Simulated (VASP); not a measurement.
A run of VASP 6.6.1 is set up as follows.

INCAR

```
  PREC = Accurate
  ENCUT = 520
  EDIFF = 1E-8
  ISMEAR = 0
  SIGMA = 0.02
  LREAL = False
  LASPH = True
  NELM = 100
  ALGO = Fast
  ISIF = 2
  LWAVE = False
  LCHARG = False
  GGA = PE
  LEPSILON = True
  KPAR = 4
```

File KPOINTS:

```
Automatic mesh
0
Gamma
  6 6 10
```

The input POSCAR:

```
TiO2
1.0
    4.5998373239      0.0000000000      0.0000000000
    0.0000000000      4.5998373239      0.0000000000
    0.0000000000      0.0000000000      2.9592135600
Ti O
2 4
Direct
    0.0000000000      0.0000000000      0.5000000000
    0.5000000000      0.5000000000      0.0000000000
    0.3043213200      0.3043213200      0.5000000000
    0.1956786800      0.8043213200      0.0000000000
    0.8043213200      0.1956786800      0.0000000000
    0.6956786800      0.6956786800      0.5000000000
```

Potentials or basis: VASP PAW PBE potentials, release 64 (Ti_sv, O).

Launch:

```bash
$ cat potpaw_PBE.64/Ti_sv/POTCAR potpaw_PBE.64/O/POTCAR > POTCAR
$ mpirun -np 4 vasp_std > vasp.out
```

(1) Estimate the electronic dielectric tensor (diagonal).

(2) What does it give for the Born charges (mean of the diagonal)?

(3) What does it give for the band gap on the k mesh?

Answers

(1) 7.44, 7.44, 8.85.

(2) Ti +6.79; O -3.39 e.

(3) 1.84 eV, direct.

**Experimental background.**

From “Shallow Valence Band of Rutile GeO2 and P-type Doping”, 2020, arxiv:2011.08928, for a bulk crystal of TiO2 at 1.6 K: band gap 3.03 eV (direct).

Against the measured gap of TiO2, 3.03 eV (direct; 1.6 K; quoted in “Shallow Valence Band of Rutile GeO2 and P-type Doping”, 2020, arxiv:2011.08928), the calculated 1.84 eV is off by -1.19 eV. 2 values of this kind are on record in papers (3.03 to 3.05 eV); this one was drawn at random among those near their median. The value is that of PBE on a finite k mesh, which can miss the band edges, without temperature or zero-point motion. Semilocal functionals fall short of measured gaps as a rule. The cell is a database's relaxed one, not the measured one, which moves gaps too.
